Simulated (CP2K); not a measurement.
Crystal: TiO2.

```
Ti O
1.0
     4.81270    0.00000    0.00000
     0.00000    4.87188    0.00000
    -0.86289    0.00000    4.96659
Ti O
4 8
Direct
  0.27744 0.05281 0.21315
  0.72256 0.55281 0.28685
  0.72256 0.94719 0.78685
  0.27744 0.44719 0.71315
  0.06384 0.17697 0.85156
  0.93616 0.67697 0.64844
  0.93616 0.82303 0.14844
  0.06384 0.32303 0.35156
  0.44536 0.75763 0.46677
  0.55464 0.25763 0.03323
  0.55464 0.24237 0.53323
  0.44536 0.74237 0.96677
```

The cell comes from a database or a generator and needn't be the stable form of this composition.

Program: CP2K 2026.2. Alike in all runs: task atomic charges; potentials or basis POTENTIAL_UZH Ti GTH-PBE-q12, O GTH-PBE-q6; DZVP-MOLOPT-PBE-GTH basis; no spin polarisation; cell as given; k mesh 5 × 4 × 4; smearing fermi-dirac 0.05 eV.

Question: Order these runs on this cell by their pressure, lowest first.
A. level HLE16
B. level optB88-vdW; cutoff of the non-local correlation (Ry) 300
C. level LDA
D. level PBEsol

Answer: A (-34.0 GPa), C (-6.7 GPa), D (-1.7 GPa), B (3.7 GPa).

Caveats: the potentials were made for another functional, which shifts forces and pressure; the basis of atomic orbitals isn't converged, which shifts pressures, moduli and gaps; the potentials were made for a functional far from this one (some runs); the cell as given lies far from equilibrium (some runs).

Runs at the PBE level aren't shown here.
